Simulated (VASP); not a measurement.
Write the native input for VASP 6.6.1 that does the following.

| Item | Value |
| --- | --- |
| Task | single point |
| Functional | r2SCAN |
| Potentials or basis | VASP PAW PBE potentials, release 64 (Ni, O) |
| Cutoff | 520 eV |
| k mesh | 8 × 8 × 7 |
| Occupations | gaussian, width 0.05 eV |
| Spin | collinear spin, ferromagnetic start |
| Starting moments | [1.0, 0.0] μB |
| Hubbard terms | Ni d U = 2 eV |
| Further INCAR settings | ALGO = Normal; EDIFF = 1e-06 |

The structure of NiO lies in POSCAR:

```
NiO
1.0
    2.7830607900      0.0000000000      0.0000000000
   -1.3915303900      2.4102013400      0.0000000000
    0.0000000000      0.0000000000      2.7161294400
Ni O
1 1
Direct
    0.0000000000      0.0000000000      0.0000000000
    0.6666666667      0.3333333333      0.5000000000
```

Measurements of this composition are mostly on another form, of space group No. 225.

One way to write it, as run:

INCAR

```
SYSTEM = NiO
PREC = Accurate
ENCUT = 520
EDIFF = 1E-6
ISMEAR = 0
SIGMA = 0.05
LREAL = .FALSE.
LASPH = .TRUE.
NELM = 100
ALGO = Normal
ISIF = 2
LWAVE = .FALSE.
LCHARG = .FALSE.
ISPIN = 2
MAGMOM = 1 0
LORBIT = 11
LMAXMIX = 4
LDAU = .TRUE.
LDAUTYPE = 2
LDAUL = 2 -1
LDAUU = 2 0
LDAUJ = 0 0
LDAUPRINT = 1
METAGGA = R2SCAN
LMIXTAU = .TRUE.
```

KPOINTS

```
Automatic mesh
0
G
  8 8 7
  0 0 0
```

Potentials or basis: VASP PAW PBE potentials, release 64 (Ni, O).

Run with:

```sh
$ cat potpaw_PBE.64/Ni/POTCAR potpaw_PBE.64/O/POTCAR > POTCAR
$ mpirun -np 1 vasp_std > vasp.out
```

Results of the run:

| Item | Value |
| --- | --- |
| Pressure | 0.9 GPa |
| Band gap on the k mesh | 0.28 eV, indirect (least direct gap 0.79 eV) |
| Net moment | 2.00 μB per cell |
| Site moments | Ni +1.68; O +0.30 μB |
| Valence electrons inside the program's atomic spheres | Ni 8.96; O 5.03 |

Caveat: the PAW data sets were made with another functional, which shifts forces and pressure a little; an odd mesh through Γ misses points on the zone boundary, where band edges often lie; a cell with one magnetic atom can't hold antiferromagnetic order, which such compounds often take.

Run time: 45 s on 1 thread of Intel(R) Xeon(R) Platinum 8488C (Sapphire Rapids) (shared host), peak memory 0.15 GiB.
